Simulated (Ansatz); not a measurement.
Born–Oppenheimer molecular dynamics of a periodic cell of 16 atoms, WC (start crystal WC, start structure P-6m2, volume 1.15 times the crystal's). It goes on from the last frame of an earlier run, with new velocities.

All numbers below come from DFT PBE, scalar-relativistic, plane waves, PAW (Ansatz 0.2.0). Settings: PAW set soft_1, cutoff 420 eV, k mesh 2x3x2, fermi-dirac smearing 0.24 eV, no spin polarisation.

```
ensemble             : NVT, Langevin thermostat
time step            : 1 fs
steps asked          : 400
set temperature      : 2240 K
friction             : 0.02 /fs
temperature schedule : 300 steps to 300 K, then 100 steps to 300 K
seed                 : 627890
```

Frames 20 fs apart, positions in Å.

Velocities at 30 fs (Å/ps):

```
W 1.27 0.79 -4.37
C -5.47 10.89 -7.71
W 0.62 1.26 4.50
C 8.53 3.09 0.90
W 2.93 3.77 0.99
C 10.04 20.62 -1.54
W 0.34 -5.17 2.92
C -4.09 -10.12 -12.71
W 0.56 4.39 0.15
C 1.83 -28.00 6.70
W -1.28 0.39 -4.48
C -0.05 14.88 -22.83
W -1.16 2.69 1.33
C -2.85 -4.55 -17.85
W 3.67 1.12 -0.76
C 16.47 10.56 0.80
```

```xyz
16
Lattice="-3.0377 -5.2614 0.0000 4.5565 -2.6307 0.0000 0.0000 0.0000 5.9243" Properties=species:S:1:pos:R:3 time_fs=30 energy_less_start_eV=0.476 T=1807
W 0.136 -5.460 0.230
C 1.682 -4.430 1.500
W -0.005 -5.240 3.263
C 1.854 -4.369 4.683
W -1.491 -2.532 -0.022
C 0.158 -1.544 1.643
W -1.251 -2.412 2.874
C -0.158 -1.414 4.579
W 1.474 -2.631 0.019
C 3.135 -1.662 1.760
W 1.626 -2.683 3.205
C 2.833 -1.380 4.668
W -0.248 0.147 -0.063
C -1.567 -4.407 1.529
W -0.069 0.179 3.017
C -1.593 -4.421 4.289
16
Lattice="-3.0377 -5.2614 0.0000 4.5565 -2.6307 0.0000 0.0000 0.0000 5.9243" Properties=species:S:1:pos:R:3 time_fs=50 energy_less_start_eV=-2.159 T=1988
W 0.095 -5.357 0.219
C 1.577 -4.181 1.550
W 0.039 -5.216 3.265
C 1.540 -4.247 4.424
W -1.435 -2.473 -0.007
C 0.285 -1.488 1.418
W -1.233 -2.516 2.900
C 0.064 -1.697 4.369
W 1.474 -2.568 0.035
C 2.970 -1.991 1.543
W 1.601 -2.670 3.157
C 2.913 -1.721 4.406
W -0.186 0.158 -0.027
C -1.508 -4.309 1.357
W 0.015 0.177 3.025
C -1.409 -4.117 4.478
16
Lattice="-3.0377 -5.2614 0.0000 4.5565 -2.6307 0.0000 0.0000 0.0000 5.9243" Properties=species:S:1:pos:R:3 time_fs=70 energy_less_start_eV=-3.088 T=1869
W 0.049 -5.206 0.220
C 1.672 -4.502 1.632
W 0.059 -5.185 3.220
C 1.517 -4.426 4.651
W -1.427 -2.444 0.017
C -0.065 -1.665 1.211
W -1.246 -2.595 2.944
C 0.315 -1.619 4.287
W 1.470 -2.478 0.030
C 3.033 -1.773 1.286
W 1.603 -2.660 3.082
C 3.116 -1.911 4.476
W 0.002 0.113 0.032
C -1.404 -4.159 1.603
W 0.051 0.140 3.048
C -1.487 -4.275 4.668
16
Lattice="-3.0377 -5.2614 0.0000 4.5565 -2.6307 0.0000 0.0000 0.0000 5.9243" Properties=species:S:1:pos:R:3 time_fs=90 energy_less_start_eV=-4.630 T=2810
W 0.070 -5.109 0.146
C 1.482 -4.381 1.769
W 0.051 -5.179 3.127
C 1.534 -4.145 4.597
W -1.483 -2.532 0.035
C 0.013 -1.666 1.596
W -1.298 -2.657 3.010
C 0.003 -1.559 4.511
W 1.494 -2.442 -0.017
C 3.125 -1.553 1.542
W 1.561 -2.633 3.061
C 3.126 -1.588 4.435
W 0.173 0.031 0.057
C -1.347 -4.363 1.647
W 0.048 0.092 3.123
C -1.306 -4.385 4.504
16
Lattice="-3.0377 -5.2614 0.0000 4.5565 -2.6307 0.0000 0.0000 0.0000 5.9243" Properties=species:S:1:pos:R:3 time_fs=110 energy_less_start_eV=-2.771 T=1435
W 0.149 -5.043 0.096
C 1.562 -4.159 1.363
W 0.071 -5.206 3.036
C 1.455 -4.167 4.459
W -1.529 -2.653 0.044
C 0.281 -1.621 1.646
W -1.413 -2.646 3.049
C -0.170 -1.828 4.847
W 1.498 -2.449 0.008
C 3.248 -1.739 1.803
W 1.522 -2.595 3.056
C 3.177 -1.590 4.541
W 0.283 0.010 0.058
C -1.418 -4.249 1.558
W 0.099 0.068 3.190
C -1.391 -4.083 4.470
16
Lattice="-3.0377 -5.2614 0.0000 4.5565 -2.6307 0.0000 0.0000 0.0000 5.9243" Properties=species:S:1:pos:R:3 time_fs=130 energy_less_start_eV=-3.260 T=1602
W 0.196 -4.984 0.042
C 1.744 -4.151 1.284
W 0.126 -5.195 3.031
C 1.563 -4.526 4.428
W -1.499 -2.698 0.093
C 0.125 -1.506 1.722
W -1.518 -2.573 3.094
C 0.170 -1.734 4.351
W 1.505 -2.473 0.075
C 3.128 -1.702 1.697
W 1.516 -2.515 2.975
C 3.100 -1.719 4.712
W 0.240 -0.021 0.027
C -1.278 -4.237 1.629
W 0.085 0.036 3.200
C -1.361 -4.437 4.613
16
Lattice="-3.0377 -5.2614 0.0000 4.5565 -2.6307 0.0000 0.0000 0.0000 5.9243" Properties=species:S:1:pos:R:3 time_fs=150 energy_less_start_eV=-3.830 T=1576
W 0.206 -4.992 0.013
C 1.727 -4.350 1.639
W 0.178 -5.169 3.005
C 1.675 -4.320 4.476
W -1.397 -2.702 0.156
C -0.078 -1.635 1.568
W -1.512 -2.486 3.081
C 0.154 -1.611 4.477
W 1.522 -2.516 0.106
C 3.121 -1.507 1.278
W 1.512 -2.454 2.867
C 3.151 -1.672 4.505
W 0.177 -0.021 0.042
C -1.477 -4.322 1.543
W 0.087 0.026 3.141
C -1.383 -4.523 4.381
16
Lattice="-3.0377 -5.2614 0.0000 4.5565 -2.6307 0.0000 0.0000 0.0000 5.9243" Properties=species:S:1:pos:R:3 time_fs=170 energy_less_start_eV=-4.340 T=1619
W 0.186 -5.058 -0.010
C 1.494 -4.322 1.625
W 0.145 -5.161 2.996
C 1.601 -4.138 4.559
W -1.333 -2.682 0.203
C 0.125 -1.736 1.623
W -1.398 -2.471 3.050
C 0.005 -1.636 4.723
W 1.571 -2.514 0.078
C 3.155 -1.663 1.463
W 1.535 -2.439 2.848
C 3.237 -1.651 4.295
W 0.059 0.020 0.059
C -1.376 -4.481 1.506
W 0.104 0.047 3.022
C -1.297 -4.302 4.419
16
Lattice="-3.0377 -5.2614 0.0000 4.5565 -2.6307 0.0000 0.0000 0.0000 5.9243" Properties=species:S:1:pos:R:3 time_fs=190 energy_less_start_eV=-4.589 T=1372
W 0.149 -5.130 -0.050
C 1.648 -4.305 1.439
W 0.086 -5.153 2.979
C 1.726 -4.167 4.455
W -1.377 -2.656 0.198
C 0.084 -1.590 1.604
W -1.302 -2.483 3.034
C -0.001 -1.611 4.439
W 1.648 -2.539 0.024
C 3.161 -1.798 1.734
W 1.591 -2.466 2.931
C 3.208 -1.677 4.454
W -0.035 0.042 0.066
C -1.266 -4.453 1.524
W 0.158 0.086 2.906
C -1.370 -4.174 4.595
16
Lattice="-3.0377 -5.2614 0.0000 4.5565 -2.6307 0.0000 0.0000 0.0000 5.9243" Properties=species:S:1:pos:R:3 time_fs=210 energy_less_start_eV=-4.785 T=1143
W 0.100 -5.193 -0.052
C 1.694 -4.284 1.563
W 0.087 -5.195 2.944
C 1.573 -4.316 4.501
W -1.435 -2.604 0.164
C 0.095 -1.702 1.486
W -1.284 -2.541 3.002
C 0.278 -1.629 4.352
W 1.681 -2.586 -0.027
C 3.120 -1.617 1.409
W 1.689 -2.534 3.057
C 3.055 -1.637 4.603
W -0.068 0.036 0.077
C -1.408 -4.116 1.540
W 0.213 0.137 2.873
C -1.329 -4.240 4.523
16
Lattice="-3.0377 -5.2614 0.0000 4.5565 -2.6307 0.0000 0.0000 0.0000 5.9243" Properties=species:S:1:pos:R:3 time_fs=230 energy_less_start_eV=-4.104 T=882
W 0.017 -5.248 -0.072
C 1.684 -4.495 1.695
W 0.103 -5.231 2.894
C 1.721 -4.289 4.372
W -1.447 -2.508 0.141
C 0.137 -1.558 1.456
W -1.295 -2.600 2.954
C 0.290 -1.650 4.356
W 1.654 -2.613 -0.061
C 3.113 -1.535 1.358
W 1.728 -2.572 3.108
C 3.171 -1.672 4.323
W -0.028 0.035 0.071
C -1.497 -4.356 1.501
W 0.249 0.150 2.892
C -1.405 -4.425 4.317
16
Lattice="-3.0377 -5.2614 0.0000 4.5565 -2.6307 0.0000 0.0000 0.0000 5.9243" Properties=species:S:1:pos:R:3 time_fs=250 energy_less_start_eV=-4.756 T=916
W -0.029 -5.288 -0.060
C 1.613 -4.289 1.339
W 0.100 -5.296 2.868
C 1.865 -4.363 4.421
W -1.476 -2.453 0.089
C 0.095 -1.646 1.455
W -1.303 -2.607 2.917
C 0.095 -1.826 4.463
W 1.646 -2.635 -0.074
C 3.064 -1.822 1.494
W 1.715 -2.612 3.072
C 3.220 -1.795 4.377
W 0.035 -0.004 0.051
C -1.337 -4.356 1.294
W 0.223 0.092 2.938
C -1.326 -4.364 4.393
```

Of the whole run (400 fs, mean temperature of the second half 646 K): The schedule's set-point averaged 462 K over the second half and the system 646 K, so it lags behind the ramp. A run of 0.4 ps of so small a system gives no equilibrium averages. Limits of this set-up: coarse k mesh.

Run time: 35 min on 2 threads of Arm Neoverse V1, with other jobs on the host, peak memory 0.72 GiB.
